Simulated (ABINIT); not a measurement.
## AlRu in ABINIT: the effect of functional

Crystal: AlRu.

```
Ru Al
1.0
     2.99160    0.00000    0.00000
     0.00000    2.99160    0.00000
     0.00000    0.00000    2.99160
Ru Al
1 1
Direct
  0.50000 0.50000 0.50000
  0.00000 0.00000 0.00000
```

Alike in all runs:

- Program: ABINIT 10.8.3 (patched build)
- Task: equation of state
- k mesh: 9 × 9 × 9
- Occupations: fermi-dirac, width 0.05 eV
- Spin: no spin polarisation

Question: One run gave: V0 of scaled cells 12.89 Å³/atom; B0 231 GPa. Which functional did it use?
A. PBEsol
B. LDA
C. r2SCAN

Answer: B.

```csv
functional,potentials or basis,cutoff,V0 of scaled cells (Å³/atom),B0 (GPa)
LDA,JTH PAW LDA v2.0,408 eV,12.89,231
PBEsol,JTH PAW PBE v2.0,408 eV,13.23,219
r2SCAN,JTH PAW PBE v2.0,490 eV,13.32,218
```

Caveats: pressures at fixed basis lie under the slope of the energies; the PAW data sets were made with another functional, which shifts forces and pressure a little (some runs).

Not every run made on this cell is shown here.
